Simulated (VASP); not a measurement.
# VASP 6.6.1, LDA single-point calculation, CdTe (rocksalt)

INCAR

```
LREAL = .FALSE.
SIGMA = 0.02
ENCUT = 520
EDIFF = 1E-7
ISMEAR = -1
LWAVE = .FALSE.
IBRION = -1
GGA = CA
NSW = 0
NELM = 120
PREC = Accurate
LASPH = .TRUE.
NBANDS = 16
LCHARG = .FALSE.
ISIF = 2
```

KPOINTS

```
KPOINTS created by Atomic Simulation Environment
0
Gamma
8 8 8
0 0 0
```

KPOINTS_OPT

```
special points
7
Reciprocal
0.0000000000 0.0000000000 0.0000000000 1
0.5000000000 0.0000000000 0.5000000000 1
0.5000000000 0.2500000000 0.7500000000 1
0.3750000000 0.3750000000 0.7500000000 1
0.5000000000 0.5000000000 0.5000000000 1
0.6250000000 0.2500000000 0.6250000000 1
0.1875000000 0.1875000000 0.3750000000 1
```

POSCAR

```
Cd Te
 1.0000000000000000
     0.0000000000000000    3.0443556720503655    3.0443556720503655
     3.0443556720503655    0.0000000000000000    3.0443556720503655
     3.0443556720503655    3.0443556720503655   -0.0000000000000000
 Cd  Te
   1   1
Cartesian
 -0.0000000000000000 -0.0000000000000000  0.0000000000000000
  3.0443556720503655  3.0443556720503655  3.0443556720503655
```

VASP ran with the recommended LDA PAW datasets (18 valence electrons in the cell).

Command

```
mpirun -np 1 vasp_std
```

OSZICAR

```
N       E                     dE             d eps       ncg     rms          rms(c)
DAV:   1     0.102156537911E+03    0.10216E+03   -0.83305E+03   936   0.987E+02
DAV:   2    -0.253854332498E+01   -0.10470E+03   -0.98536E+02  1088   0.243E+02
DAV:   3    -0.600345328986E+01   -0.34649E+01   -0.34511E+01  1192   0.457E+01
DAV:   4    -0.602871347479E+01   -0.25260E-01   -0.25259E-01  1200   0.360E+00
DAV:   5    -0.602905617975E+01   -0.34270E-03   -0.34270E-03  1208   0.336E-01    0.557E+00
DAV:   6    -0.580494618354E+01    0.22411E+00   -0.39729E-01  1080   0.756E+00    0.460E+00
DAV:   7    -0.579148608983E+01    0.13460E-01   -0.55558E-02  1136   0.171E+00    0.181E+00
DAV:   8    -0.578906495689E+01    0.24211E-02   -0.47026E-03  1072   0.754E-01    0.333E-01
DAV:   9    -0.578886730984E+01    0.19765E-03   -0.25079E-04  1200   0.125E-01    0.604E-02
DAV:  10    -0.578886212769E+01    0.51822E-05   -0.40191E-05  1120   0.407E-02    0.304E-02
DAV:  11    -0.578886363631E+01   -0.15086E-05   -0.23322E-06  1216   0.914E-03    0.158E-02
DAV:  12    -0.578886339706E+01    0.23925E-06   -0.52372E-07  1072   0.661E-03    0.513E-03
DAV:  13    -0.578886339635E+01    0.71736E-09   -0.28557E-08   680   0.849E-04
   1 F= -.57888634E+01 E0= -.57882326E+01  d E =-.126166E-02
       N       E                     dE             ncg
DAV:   1     0.107809088414E+04   -0.29424E+04      232
DAV:   2     0.350567085203E+03   -0.72752E+03      264
DAV:   3     0.327249173751E+03   -0.23318E+02      288
DAV:   4     0.327089936788E+03   -0.15924E+00      288
DAV:   5     0.327088080040E+03   -0.18567E-02      296
DAV:   6     0.327088021779E+03   -0.58262E-04      280
DAV:   7     0.327088020161E+03   -0.16178E-05      304
DAV:   8     0.327088020107E+03   -0.53981E-07      272
```

From OUTCAR

```
k-points           NKPTS =     29   k-points in BZ     NKDIM =     29   number of bands    NBANDS=     16

   NELECT =      18.0000    total number of electrons

   dimension x,y,z NGX =    32 NGY =   32 NGZ =   32
   dimension x,y,z NGXF=    64 NGYF=   64 NGZF=   64

  energy-cutoff  :      520.00
  volume of cell :       56.43
      direct lattice vectors                 reciprocal lattice vectors
     0.000000000  3.044355672  3.044355672    -0.164238366  0.164238366  0.164238366
     3.044355672  0.000000000  3.044355672     0.164238366 -0.164238366  0.164238366
     3.044355672  3.044355672  0.000000000     0.164238366  0.164238366 -0.164238366

 k-points in reciprocal lattice and weights: KPOINTS created by Atomic Simulation Env
   0.00000000  0.00000000  0.00000000       0.002
   0.12500000  0.00000000  0.00000000       0.016
   0.25000000  0.00000000  0.00000000       0.016
   0.37500000  0.00000000  0.00000000       0.016
   0.50000000  0.00000000  0.00000000       0.008
   0.12500000  0.12500000  0.00000000       0.012
   0.25000000  0.12500000  0.00000000       0.047
   0.37500000  0.12500000  0.00000000       0.047
   ...

 E-fermi :   3.7922

 k-point     1 :       0.0000    0.0000    0.0000
  band No.  band energies     occupation
      1      -7.8553      2.00000
      2      -4.4357      2.00000
      3      -4.4357      2.00000
      4      -4.3916      2.00000
      5      -4.3916      2.00000
      6      -4.3916      2.00000
      7       3.3619      2.00000
      8       3.3619      2.00000
      9       3.3619      2.00000
     10       4.0252      0.00002
     11      10.9553      0.00000
     12      10.9553      0.00000
     13      10.9553      0.00000
     14      11.4479      0.00000
     15      11.4479      0.00000
     16      11.4479      0.00000

 k-point     2 :       0.1250    0.0000    0.0000
  band No.  band energies     occupation
      1      -7.7306      2.00000
      2      -4.4567      2.00000
      3      -4.4567      2.00000
      4      -4.3971      2.00000
      5      -4.3811      2.00000
      6      -4.3811      2.00000
      7       1.8855      2.00000
      8       3.4128      2.00000
      9       3.4128      2.00000
     10       5.3712      0.00000
     11       9.8630      0.00000
     12      10.3005      0.00000
     13      10.3005      0.00000
     14      11.3540      0.00000
     15      11.4556      0.00000
     16      11.4556      0.00000

 k-point     3 :       0.2500    0.0000    0.0000
  band No.  band energies     occupation
      1      -7.3913      2.00000
      2      -4.5115      2.00000
      3      -4.5115      2.00000
      4      -4.4160      2.00000
      5      -4.3505      2.00000
      6      -4.3505      2.00000
      7       0.2744      2.00000
      8       3.5533      1.99999
      9       3.5533      1.99999
     10       6.3912      0.00000
     11       8.9734      0.00000
     12       9.0322      0.00000
     13       9.0322      0.00000
     14      11.4619      0.00000
     15      12.3022      0.00000
     16      12.3022      0.00000

 k-point     4 :       0.3750    0.0000    0.0000
  band No.  band energies     occupation
      1      -6.9713      2.00000
      2      -4.5664      2.00000
      3      -4.5664      2.00000
      4      -4.4519      2.00000
      5      -4.3184      2.00000
      6      -4.3184      2.00000
      7      -0.9316      2.00000
      8       3.7275      1.92422
      9       3.7275      1.92422
     10       6.5408      0.00000
     11       8.1012      0.00000
     12       8.1012      0.00000
     13       8.6063      0.00000
     14      12.6520      0.00000
     15      13.6553      0.00000
     16      13.6553      0.00000

 k-point     5 :       0.5000    0.0000    0.0000
  band No.  band energies     occupation
      1      -6.7586      2.00000
      2      -4.5889      2.00000
      3      -4.5889      2.00000
      4      -4.4787      2.00000
      5      -4.3049      2.00000
      6      -4.3049      2.00000
      7      -1.3984      2.00000
      8       3.8140      0.50270
      9       3.8140      0.50270
     10       6.4712      0.00000
     11       7.7536      0.00000
     12       7.7536      0.00000
     13       8.5107      0.00000
     14      13.9465      0.00000
     15      14.9054      0.00000
     16      14.9054      0.00000

 k-point     6 :       0.1250    0.1250    0.0000
  band No.  band energies     occupation
      1      -7.6948      2.00000
      2      -4.4828      2.00000
      3      -4.4280      2.00000
      4      -4.4018      2.00000
      5      -4.3780      2.00000
      6      -4.3780      2.00000
      7       1.9919      2.00000
      8       3.0954      2.00000
      9       3.0954      2.00000
     10       5.8491      0.00000
     11       9.1043      0.00000
     12       9.9187      0.00000
     13      10.7307      0.00000
     14      10.7307      0.00000
     15      12.5987      0.00000
     16      12.5987      0.00000

 k-point     7 :       0.2500    0.1250    0.0000
  band No.  band energies     occupation
      1      -7.4449      2.00000
      2      -4.5131      2.00000
      3      -4.4518      2.00000
      4      -4.4120      2.00000
      5      -4.3578      2.00000
      6      -4.3483      2.00000
      7       0.7936      2.00000
      8       2.9551      2.00000
      9       3.1859      2.00000
     10       6.4754      0.00000
     11       8.1882      0.00000
     12       9.4940      0.00000
     13      10.2574      0.00000
     14      10.9461      0.00000
     15      12.8739      0.00000
     16      13.1337      0.00000

 k-point     8 :       0.3750    0.1250    0.0000
  band No.  band energies     occupation
      1      -7.0775      2.00000
      2      -4.5170      2.00000
      3      -4.5089      2.00000
      4      -4.4281      2.00000
      5      -4.3258      2.00000
      6      -4.3140      2.00000
      7      -0.4777      2.00000
      8       3.0530      2.00000
      9       3.2025      2.00000
     10       6.2863      0.00000
     11       7.8426      0.00000
     12       9.2885      0.00000
     13       9.8678      0.00000
     14      11.2576      0.00000
     15      13.8145      0.00000
     16      14.2798      0.00000

 k-point     9 :       0.5000    0.1250    0.0000
  band No.  band energies     occupation
      1      -6.8051      2.00000
      2      -4.5599      2.00000
      3      -4.4872      2.00000
      4      -4.4544      2.00000
      5      -4.3005      2.00000
      6      -4.2954      2.00000
      7      -1.2030      2.00000
      8       2.9322      2.00000
      9       3.3578      2.00000
     10       6.2918      0.00000
     11       7.6045      0.00000
     12       8.4874      0.00000
     13      10.1075      0.00000
     14      12.4783      0.00000
     15      14.9842      0.00000
     16      14.9950      0.00000

 k-point    10 :      -0.3750    0.1250    0.0000
  band No.  band energies     occupation
      1      -6.8585      2.00000
      2      -4.5772      2.00000
      3      -4.5044      2.00000
      4      -4.4328      2.00000
      5      -4.3142      2.00000
      6      -4.2899      2.00000
      7      -1.0453      2.00000
      8       2.6208      2.00000
      9       3.7261      1.92912
     10       6.7432      0.00000
     11       7.4943      0.00000
     12       8.1007      0.00000
     13      10.1570      0.00000
     14      12.8114      0.00000
     15      13.3906      0.00000
     16      15.0982      0.00000

 k-point    11 :      -0.2500    0.1250    0.0000
  band No.  band energies     occupation
      1      -7.1894      2.00000
      2      -4.5537      2.00000
      3      -4.4982      2.00000
      4      -4.4126      2.00000
      5      -4.3444      2.00000
      6      -4.3155      2.00000
      7      -0.1269      2.00000
      8       2.5106      2.00000
      9       3.9055      0.00690
     10       7.2495      0.00000
     11       7.6346      0.00000
     12       8.3260      0.00000
     13       9.8369      0.00000
     14      12.0497      0.00000
     15      12.2746      0.00000
     16      14.3643      0.00000

 k-point    12 :      -0.1250    0.1250    0.0000
  band No.  band energies     occupation
      1      -7.5400      2.00000
      2      -4.5049      2.00000
      3      -4.4653      2.00000
      4      -4.4029      2.00000
      5      -4.3712      2.00000
      6      -4.3545      2.00000
      7       1.0492      2.00000
      8       2.7948      2.00000
      9       3.7552      1.72849
     10       6.3911      0.00000
     11       8.8932      0.00000
     12       9.2002      0.00000
     13       9.7025      0.00000
     14      11.3224      0.00000
     15      12.2259      0.00000
     16      12.7907      0.00000

 ...

  Total       -1.3453959     -1.3453959     -1.3453959      0.0000000      0.0000000      0.0000000
  in kB      -38.1983426    -38.1983426    -38.1983426      0.0000000      0.0000000      0.0000000
  external PRESSURE =     -38.1983426 kB  Pullay stress =       0.0000000 kB

 POSITION                                       TOTAL-FORCE (eV/Angst)
 -----------------------------------------------------------------------------------
      0.00000      0.00000      0.00000        -0.000000      0.000000      0.000000
      3.04436      3.04436      3.04436         0.000000     -0.000000     -0.000000
 -----------------------------------------------------------------------------------
    total drift:                                0.000000     -0.000000     -0.000000

  FREE ENERGIE OF THE ION-ELECTRON SYSTEM (eV)
  ---------------------------------------------------
  free  energy   TOTEN  =        -5.7888633963 eV

  energy  without entropy=       -5.7876017362  energy(sigma->0) =       -5.78823257
```

```yaml
gap_between_bands_v_and_c: "-1.50 eV (bands overlap: a metal)"
least_direct_gap: 0.66 eV
pressure: -3.8 GPa
```

Band v is the last that the valence electrons fill when counted band by band, and c is the next.

The run took about 23 s on one core of a shared host (Intel Xeon Platinum 8488C) and held 0.18 GiB at most.
